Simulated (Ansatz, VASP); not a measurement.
# Two plane-wave programs on SrO

Contents of INCAR:

```
SYSTEM = SrO
PREC = Accurate
ENCUT = 520
EDIFF = 1E-7
ISMEAR = -1
SIGMA = 0.02
LREAL = .False.
LASPH = .True.
NELM = 80
ALGO = Normal
ISIF = 2
LWAVE = .False.
LCHARG = .False.
GGA = PE
NBANDS = 15
```

KPOINTS

```
regular mesh
0
Gamma
  8 8 8
  0 0 0
```

Contents of POSCAR:

```
SrO
1.0
    0.0000000000      2.7197229020      2.5798927168
    2.5798927168      0.0000000000      2.5798927168
    2.5798927168      2.7197229020      0.0000000000
Sr O
1 1
Direct
    0.5000000000      0.5000000000      0.5000000000
    0.0000000000      0.0000000000      0.0000000000
```

Input for Ansatz:

```yaml
crystal:
  lattice:
    - [0.0, 2.719722902, 2.5798927168]
    - [2.5798927168, 0.0, 2.5798927168]
    - [2.5798927168, 2.719722902, 0.0]
  atoms:
    - { symbol: Sr, position: [0.5, 0.5, 0.5] }
    - { symbol: O, position: [0.0, 0.0, 0.0] }
kpoints:
  mp_grid: { grid: [8, 8, 8] }
  band_path:
    path:
      - [0.0, 0.0, 0.0]
      - [0.5, 0.0, 0.5]
      - [0.625, 0.25, 0.625]
      - [0.375, 0.375, 0.75]
      - [0.5, 0.5, 0.5]
      - [0.5, 0.25, 0.75]
      - [0.0, 0.5, 0.5]
    npoints: 1
hamiltonian:
  xc: pbe
scf:
  occupations: { method: fermi_dirac, width: 0.02 }
  n_extra_bands: 4
output:
  forces: true
  stress: true
  eigenvalues: true
  write_density: true
  write_potential: true
  elf: true
  volumetric_format: npy
```

Change from the starting cell: uniaxial_y strain +5.4%.

Alike in both runs: task single point; functional PBE; k mesh 8 × 8 × 8; occupations fermi-dirac, width 0.02 eV; no spin polarisation.

|  | VASP | Ansatz |
| --- | --- | --- |
| version | VASP 6.6.1 | Ansatz 0.2.0 |
| potentials or method | VASP PAW PBE potentials, release 64 (Sr_sv, O) | plane waves, PAW |
| plane-wave cutoff (eV) | 520 | 420 |
| valence electrons in the cell | 16 | 16 |

```csv
,VASP,Ansatz,Ansatz less VASP
gap on the k mesh at the Fermi level (eV),3.20,3.24,+0.045
pressure (GPa),-1.6,-2.1,-0.45
largest component of the traceless stress (GPa),3.16,2.98,-0.182
```

With one functional, cell and mesh, what is left measures potentials, basis and numerics.

A k mesh can miss the band edges.
